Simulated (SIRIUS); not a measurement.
## Tc in SIRIUS: the effect of dispersion

Crystal: Tc.

```xyz
2
Lattice="2.7400 0.0000 0.0000 -1.3700 2.3729 0.0000 0.0000 0.0000 4.3980" Properties=species:S:1:pos:R:3 pbc="T T T"
Tc    1.3700    0.7910    3.2985
Tc    0.0000    1.5819    1.0995
```

Alike in all runs:

```yaml
Program: SIRIUS 7.12.0
Task: equation of state
Functional: PBE
Potentials_or_basis: all-electron FP-LAPW
Cutoff: 174 eV
Basis: apw+lo standard
k_mesh: 11 × 11 × 6
Occupations: fermi-dirac, width 0.05 eV
Spin: no spin polarisation
```

Problem. One run gave: V0 of scaled cells 14.42 Å³/atom; B0 300 GPa. Which dispersion did it use?
A. D3
B. none
C. D3(BJ)
D. D4

Solution. B.

| dispersion | V0 of scaled cells (Å³/atom) | B0 (GPa) |
| --- | --- | --- |
| none | 14.42 | 300 |
| D3 | 14.08 | 315 |
| D3(BJ) | 14.08 | 317 |
| D4 | 14.13 | 316 |

Caveats: the cell was scaled at fixed shape and fractional positions, which overstates the stiffness of a crystal with free parameters, most of all of layers and chains.
